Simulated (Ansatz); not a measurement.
Relaxed MgF2 (rutile):

```xyz
6
Lattice="4.6984 0.0000 0.0000 0.0000 4.6984 0.0000 0.0000 0.0000 3.0928" Properties=species:S:1:pos:R:3 pbc="T T T"
Mg     0.0000     0.0000     0.0000
Mg     2.3492     2.3492     1.5464
F      1.4263     1.4263     0.0000
F      3.7755     0.9229     1.5464
F      0.9229     3.7755     1.5464
F      3.2721     3.2721     0.0000
```

Level of theory: PBE (plane waves to 420 eV, PAW, scalar-relativistic; Ansatz, a first-principles code). k mesh 6×6×9 (Γ-centred), Fermi-Dirac smearing 0.05 eV. MgF2 was relaxed with its symmetry unable to fall.

One atom of the cell was then moved (with its periodic images), all else fixed, and the forces (eV/Å) came out as:

| atom | Fx | Fy | Fz |
|---|---|---|---|
| Mg1 | 2.328 | 2.328 | 0.000 |
| Mg2 | 0.358 | 0.358 | 0.000 |
| F3 | 0.460 | 0.460 | 0.000 |
| F4 | -0.118 | 0.728 | 0.000 |
| F5 | 0.728 | -0.118 | 0.000 |
| F6 | -3.756 | -3.756 | 0.000 |

**Question.** Which atom was moved, and by which vector (Å)?

**Answer.** F6, by (0.23, 0.23, 0.00), 0.32 Å in all.

(A displaced cell: forces are minus the slopes of the energy, force constants its curvatures, and phonons follow from these.)
